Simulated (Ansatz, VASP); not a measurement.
MgSi in VASP and in Ansatz

File INCAR:

```
PREC = Accurate
ENCUT = 520
EDIFF = 1E-7
ISMEAR = -1
SIGMA = 0.05
LREAL = False
LASPH = True
NELM = 60
ALGO = Normal
ISIF = 2
LWAVE = False
LCHARG = False
GGA = PS
NBANDS = 10
```

The input KPOINTS:

```
Automatic mesh
0
Gamma
  9 9 7
```

Contents of POSCAR:

```
MgSi
1.0
    2.9083940000      0.0000000000      0.0000000000
    0.0000000000      2.9083940000      0.0000000000
    0.0000000000      0.0000000000      4.1034270000
Si Mg
1 1
Direct
    0.5064680000      0.4804430000      0.4881030000
   -0.0043900000      0.0080500000      0.0030820000
```

Contents of input.yaml:

```yaml
crystal:
  lattice:
    - [2.908394, 0.0, 0.0]
    - [0.0, 2.908394, 0.0]
    - [0.0, 0.0, 4.103427]
  atoms:
    - { symbol: Si, position: [0.506468, 0.480443, 0.488103] }
    - { symbol: Mg, position: [-0.00439, 0.00805, 0.003082] }
hamiltonian:
  xc: pbesol
  pseudopotentials: { kind: paw }
kpoints:
  mp_grid: { grid: [9, 9, 7] }
scf:
  occupations: { method: fermi_dirac, width: 0.05 }
output:
  forces: true
  stress: true
  eigenvalues: true
```

Change from the starting cell: atoms moved at random, drawn with an rms of 0.05 Å.

Alike in both runs: task single point; functional PBEsol; k mesh 9 × 9 × 7; occupations fermi-dirac, width 0.05 eV; no spin polarisation.

|  | VASP | Ansatz |
| --- | --- | --- |
| version | VASP 6.6.1 | Ansatz 0.2.0 |
| potentials or method | VASP PAW PBE potentials, release 64 (Si, Mg) | Ansatz PAW |
| plane-wave cutoff (eV) | 520 | 420 |
| valence electrons in the cell | 6 | 14 |

VASP gave:

- gap on the k mesh at the Fermi level (eV): none
- pressure (GPa): -1.3
- largest component of the traceless stress (GPa): 4.06
- rms of the force components (eV/Å): 0.158

What did Ansatz give for the same quantities?

gap on the k mesh at the Fermi level (eV): none; pressure (GPa): -1.3; largest component of the traceless stress (GPa): 4.03; rms of the force components (eV/Å): 0.157.

Atom by atom the forces differ by 0.001 eV/Å (rms over components). A gap of «none» marks a metal or a gap that the smearing closes. The two sets of potentials don't hold the same shells in valence.

Caveats: the PAW data sets were made with another functional, which shifts forces and pressure a little (VASP); the PAW data sets come from PBE, with cores solved anew for the run's functional, which leaves a small shift of forces and pressure (Ansatz).
